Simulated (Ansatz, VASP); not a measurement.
# Ca in VASP and in Ansatz

```
CELL_PARAMETERS angstrom
-1.82867 1.82867 1.82867
1.82867 -1.82867 1.82867
1.82867 1.82867 -1.82867
ATOMIC_POSITIONS crystal
Ca 0.00000 0.00000 0.00000
```

Change from the starting cell: volume scaled by 0.58, LAPW.

Alike in both runs: task single point; functional PBE; k mesh 12 × 12 × 12; occupations fermi-dirac, width 0.05 eV; no spin polarisation.

```csv
,VASP,Ansatz
version,VASP 6.6.1,Ansatz 0.2.0
potentials or method,"VASP PAW PBE potentials, release 64 (Ca_sv), cutoff 520 eV","all-electron LAPW, scalar-relativistic"
```

```tsv
	VASP	Ansatz	Ansatz less VASP
pressure (GPa)	21.0	21.0	-0.04
```

Ansatz ran all-electron here, so the differences hold the error of VASP's frozen core and of both bases.

Caveats: so large a pressure means that the cell lies far from this level's equilibrium, or that cutoff or potentials fall short (VASP).
